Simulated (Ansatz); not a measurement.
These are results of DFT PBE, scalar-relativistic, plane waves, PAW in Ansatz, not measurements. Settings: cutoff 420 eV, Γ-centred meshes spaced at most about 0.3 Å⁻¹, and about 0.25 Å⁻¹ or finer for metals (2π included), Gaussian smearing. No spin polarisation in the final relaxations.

These are static total energies at zero pressure. All come from trial cells, and lower structures may exist.

Question: Which of these relaxed structures of Al₄Co is the lowest in energy?
A.

```
CELL_PARAMETERS angstrom
3.39952 1.96271 2.13041
-3.39952 1.96271 2.13041
0.00000 -3.92543 2.13041
ATOMIC_POSITIONS crystal
Al 0.45927 0.03300 0.03300
Al 0.03300 0.03300 0.45927
Al 0.03300 0.45927 0.03300
Al 0.55441 0.55441 0.55441
Co 0.91924 0.91924 0.91924
```

B.

```
CELL_PARAMETERS angstrom
4.50656 0.00000 0.00000
0.00000 4.50656 0.00000
0.00000 0.00000 4.50656
ATOMIC_POSITIONS crystal
Al 0.50000 0.00000 0.00000
Al 0.00000 0.50000 0.00000
Al 0.00000 0.00000 0.50000
Al 0.50000 0.50000 0.50000
Co 0.00000 0.00000 0.00000
```

Answer: A. It has space group R3m (No. 160); the next, B, with space group Pm-3m (No. 221), lies 155 meV/atom higher. Counting all near atoms (those within 1.25 times the shortest distance at each site; a plus sign parts nearer from farther groups; a slash parts the counts of unlike sites), the lowest has Al 2/1+3, Co 7 and the next has Al 2/12+8, Co 6.

Trial moments died out on the coarse mesh in R3m and Pm-3m; another magnetic start might hold. Cells relaxed within their symmetry can be saddle points. The R3m cell of Al4Co came from shaking the Pm-3m one. Some candidate types were left out of the draw beforehand, so a known form may be missing.
